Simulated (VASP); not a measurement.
KCl:

```
K Cl
1.0
     0.00000    3.13410    3.13410
     3.13410    0.00000    3.13410
     3.13410    3.13410    0.00000
K Cl
1 1
Direct
  0.00000 0.00000 0.00000
  0.50000 0.50000 0.50000
```

| Property | Result |
| --- | --- |
| Program | VASP 6.6.1 |
| Task | relaxation of cell and atoms |
| Functional | PBE |
| Potentials or basis | VASP PAW PBE potentials, release 64 (K_sv, Cl) |
| Cutoff | 600 eV |
| k mesh | 6 × 6 × 6 |
| Occupations | gaussian, width 0.02 eV |
| Spin | no spin polarisation |

At the start: pressure 1.1 GPa; volume 30.78 Å³/atom.

Question: How do energy, volume and symmetry change on relaxing?

Answer: Over 4 steps the energy falls by 5.6 meV/atom and the volume is 32.58 Å³/atom (+5.8 %); space group Fm-3m (No. 225, to 0.05 Å).

The path:
```
step  energy change (eV)  largest force (eV/Å)  pressure (GPa)  volume (Å³)
   1              0.0000                0.0000            1.06        61.57
   2             -0.0087                0.0000            0.47        63.41
   3             -0.0112                0.0000           -0.05        65.36
   4             -0.0112                0.0000            0.00        65.15
```

Final structure:
```cif
data_structure
_symmetry_space_group_name_H-M 'P 1'
_symmetry_Int_Tables_number 1
_cell_length_a 4.5167
_cell_length_b 4.5167
_cell_length_c 4.5167
_cell_angle_alpha 60.000
_cell_angle_beta 60.000
_cell_angle_gamma 60.000
_cell_volume 65.15
loop_
_atom_site_label
_atom_site_type_symbol
_atom_site_fract_x
_atom_site_fract_y
_atom_site_fract_z
_atom_site_occupancy
K1 K 0.00000 0.00000 0.00000 1
Cl1 Cl 0.50000 0.50000 0.50000 1
```
